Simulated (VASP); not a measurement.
# HfC (Fm-3m) in VASP: further runs, part 2 of 2

VASP 6.6.1. Earlier steps stand in the parts before.

### Step 6. Single point, LDA

The input, INCAR:

```
PREC = Accurate
ENCUT = 550
EDIFF = 1E-7
ISMEAR = -1
SIGMA = 0.15
LREAL = F
LASPH = T
NELM = 100
ALGO = Normal
ISIF = 2
LWAVE = F
LCHARG = F
ADDGRID = F
```

The input, KPOINTS:

```
Automatic mesh
0
Gamma
  13 13 13
```

The input, POSCAR:

```
HfC
1.0
    0.0000000000      2.3250000000      2.3250000000
    2.3250000000      0.0000000000      2.3250000000
    2.3250000000      2.3250000000      0.0000000000
Hf C
1 1
Direct
    0.5000000000      0.5000000000      0.5000000000
    0.0000000000      0.0000000000      0.0000000000
```

Potentials or basis: VASP PAW LDA potentials, release 64 (Hf, C).

On the command line:

```bash
cat potpaw_LDA.64/Hf/POTCAR potpaw_LDA.64/C/POTCAR > POTCAR
mpirun -np 1 vasp_std > vasp.out
```

OUTCAR:

```text
PREC = Accurate
   ENCUT = 550
   EDIFF = 1E-7
   ISMEAR = -1
   LREAL = F
   LASPH = T
   NELM = 100
   ISIF = 2

 Found     84 irreducible k-points:

 Following reciprocal coordinates:
            Coordinates               Weight
  0.000000  0.000000  0.000000      1.000000
  0.076923  0.000000  0.000000      8.000000
  0.153846  0.000000  0.000000      8.000000
  0.230769  0.000000  0.000000      8.000000
  0.307692  0.000000  0.000000      8.000000
  0.384615  0.000000  0.000000      8.000000
   k-points           NKPTS =     84   k-points in BZ     NKDIM =     84   number of bands    NBANDS=      8
   number of dos      NEDOS =    301   number of ions     NIONS =      2
   total plane-waves  NPLWV =  21952
   dimension x,y,z NGX =    28 NGY =   28 NGZ =   28
   dimension x,y,z NGXF=    56 NGYF=   56 NGZF=   56
   ions per type =               1   1
   NGX,Y,Z   is equivalent  to a cutoff of  14.16, 14.16, 14.16 a.u.
   NGXF,Y,Z  is equivalent  to a cutoff of  28.31, 28.31, 28.31 a.u.
 SYSTEM =  unknown system
   PREC   = accura    normal or accurate (medium, high low for compatibility)
   ISTART =      0    job   : 0-new  1-cont  2-samecut
   ICHARG =      2    charge: 1-file 2-atom 10-const
   ISPIN  =      1    spin polarized calculation?
   LNONCOLLINEAR =      F non collinear calculations
   LSORBIT =      F    spin-orbit coupling
   LASPH  =      T    aspherical Exc in radial PAW
   ENCUT  =  550.0 eV  40.42 Ry    6.36 a.u.   6.29  6.29  6.29*2*pi/ulx,y,z
   NELM   =    100;   NELMIN=  2; NELMDL= -5     # of ELM steps
   EDIFF  = 0.1E-06   stopping-criterion for ELM
   LREAL  =      F    real-space projection
   EDIFFG = 0.1E-05   stopping-criterion for IOM
   NSW    =      0    number of steps for IOM
   IBRION =     -1    ionic relax: 0-MD 1-quasi-New 2-CG
   NFREE  =      0    steps in history (QN), initial steepest desc. (CG)
   ISIF   =      2    stress and relaxation
   ISYM   =      2    0-nonsym 1-usesym 2-fastsym
   POTIM  = 0.5000    time-step for ionic-motion
   TEBEG  =    0.0;   TEEND  =   0.0 temperature during run
   PSTRESS=    0.0 pullay stress
   NELECT =       8.0000    total number of electrons
   NUPDOWN=      -1.0000    fix difference up-down
   EMIN   =  10.00;   EMAX   =-10.00  energy-range for DOS
   EFERMI =   0.00;   METHOD = LEGACY
   ISMEAR =    -1;   SIGMA  =   0.15  broadening in eV -4-tet -1-fermi 0-gaus
   EFERMI_NEDOS =   21; number of points for ismear=-14 and -15
   IALGO  =     38    algorithm
   IMIX   =      4    mixing-type and parameters
     AMIX     =   0.40;   BMIX     =  1.00
     AMIX_MAG =   1.60;   BMIX_MAG =  1.00
  volume/ion in A,a.u.               =      12.57        84.81
  Fermi-wavevector in a.u.,A,eV,Ry     =   1.117734  2.112211 16.998163  1.249330
  Thomas-Fermi vector in A             =   2.254359
   LORBIT       =      0    0 simple, 1 ext, 2 COOP (PROOUT), +10 PAW based schemes
   GGA     = CA    functional components
   LHFCALC =     F    Hartree Fock is set to
   AEXX    =    0.0000 exact exchange contribution
   IVDW    =     0    specifies the selected vdW correction
   LEPSILON=     F    determine dielectric tensor
   LRPA    =     F    only Hartree local field effects (RPA)
 non-spin polarized calculation
  energy-cutoff  :      550.00
  volume of cell :       25.14
 maximum number of plane-waves:       751
 NGX is ok and might be reduce to    28
   NGX = 13   NGY = 13   NGZ = 13

 number of electron       8.0000000 magnetization

 Free energy of the ion-electron system (eV)
  ---------------------------------------------------
  ext. energy  EPLUGINS =         0.00000000
  ---------------------------------------------------
  free energy    TOTEN  =       -22.93611030 eV

  energy without entropy =      -22.91318074  energy(sigma->0) =      -22.92464552

 E-fermi :   6.2079     XC(G=0): -12.1985

 val. band max:        6.1354939702   @ k =   0.4615   0.4615   0.0000
 cond. band min:       6.2353431684   @ k =   0.0769   0.0000   0.0000
 fundamental gap:      0.0998491982
 Fermi energy:         6.2078852475

 k-point     1 :       0.0000    0.0000    0.0000
  band No.  band energies     occupation
      1      -5.9183      2.00000
      2       7.2397      0.00206
      3       7.2397      0.00206
      4       7.2397      0.00206
      5       7.5243      0.00031
      6       7.5243      0.00031
      7       7.5243      0.00031
      8       9.5437      0.00000
[... 45 lines left out ...]
 k-point     6 :       0.3846    0.0000    0.0000
  band No.  band energies     occupation
      1      -3.0633      2.00000
      2       1.0960      2.00000
      3       3.5021      2.00000
      4       3.5021      2.00000
      5      10.4760      0.00000
      6      10.7198      0.00000
      7      10.7198      0.00000
      8      14.5768      0.00000

 [... further k-points ...]

------------------------ aborting loop because EDIFF is reached ----------------------------------------

  FORCE on cell =-STRESS in cart. coord.  units (eV):
  Direction    XX          YY          ZZ          XY          YZ          ZX
  --------------------------------------------------------------------------------------
  -------------------------------------------------------------------------------------
  Total       -1.8276661     -1.8276661     -1.8276661     -0.0000000      0.0000000      0.0000000
  in kB     -116.4953419   -116.4953419   -116.4953419     -0.0000000      0.0000000      0.0000000
  external PRESSURE =    -116.4953419 kB  Pullay stress =       0.0000000 kB

 VOLUME and BASIS-vectors are now :
 -----------------------------------------------------------------------------
  energy-cutoff  :      550.00
  volume of cell :       25.14
      direct lattice vectors                 reciprocal lattice vectors
     0.000000000  2.325000000  2.325000000    -0.215053763  0.215053763  0.215053763
     2.325000000  0.000000000  2.325000000     0.215053763 -0.215053763  0.215053763
     2.325000000  2.325000000  0.000000000     0.215053763  0.215053763 -0.215053763

 POSITION                                       TOTAL-FORCE (eV/Angst)
 -----------------------------------------------------------------------------------
      2.32500      2.32500      2.32500         0.000000      0.000000      0.000000
      0.00000      0.00000      0.00000         0.000000     -0.000000      0.000000
 -----------------------------------------------------------------------------------
    total drift:                               -0.000000      0.000000      0.000000

  FREE ENERGIE OF THE ION-ELECTRON SYSTEM (eV)
  ---------------------------------------------------
  free  energy   TOTEN  =       -22.9361103030 eV

  energy  without entropy=      -22.9131807447  energy(sigma->0) =      -22.92464552
```

OSZICAR:

```text
N       E                     dE             d eps       ncg     rms          rms(c)
DAV:   1     0.271975341427E+01    0.27198E+01   -0.39580E+03  1344   0.920E+02
DAV:   2    -0.255867181864E+02   -0.28306E+02   -0.27256E+02  2064   0.104E+02
DAV:   3    -0.261578367342E+02   -0.57112E+00   -0.56728E+00  1664   0.193E+01
DAV:   4    -0.261612237693E+02   -0.33870E-02   -0.33869E-02  2264   0.130E+00
DAV:   5    -0.261612244410E+02   -0.67172E-06   -0.67229E-06  1640   0.169E-02    0.195E+01
DAV:   6    -0.231549472502E+02    0.30063E+01   -0.26098E+01  1408   0.241E+01    0.999E+00
DAV:   7    -0.230007993950E+02    0.15415E+00   -0.69819E-01  1480   0.562E+00    0.540E+00
DAV:   8    -0.229377635502E+02    0.63036E-01   -0.63834E-02  1656   0.223E+00    0.269E-01
DAV:   9    -0.229362397115E+02    0.15238E-02   -0.63449E-03  1840   0.376E-01    0.185E-01
DAV:  10    -0.229361193271E+02    0.12038E-03   -0.29337E-04  1720   0.111E-01    0.503E-02
DAV:  11    -0.229361106092E+02    0.87179E-05   -0.29450E-05  1864   0.338E-02    0.122E-02
DAV:  12    -0.229361103089E+02    0.30031E-06   -0.77330E-07  1768   0.563E-03    0.687E-04
DAV:  13    -0.229361103030E+02    0.58783E-08   -0.33009E-08  1024   0.134E-03
   1 F= -.22936110E+02 E0= -.22924646E+02  d E =-.229296E-01
```

It took 46 s on 1 thread of AMD EPYC, shared host; peak memory 0.13 GiB.

The run converged, but some of its settings lie outside the range that counts as converged, so its numbers aren't taken as properties of the crystal.

What came out:

```
Free energy            : -22.9361 eV
Pressure               : -11.6 GPa
Band gap on the k mesh : none (metal or under the smearing width)
```

### Step 7. The reference run

An earlier run on the cell as given: functional PBE; potentials or basis VASP PAW PBE potentials, release 64 (Hf_pv, C); cutoff 520 eV; k mesh 10 × 10 × 10; occupations fermi-dirac, width 0.05 eV; no spin polarisation.

* Pressure: -0.4 GPa
* Band gap on the k mesh: none (metal or under the smearing width)
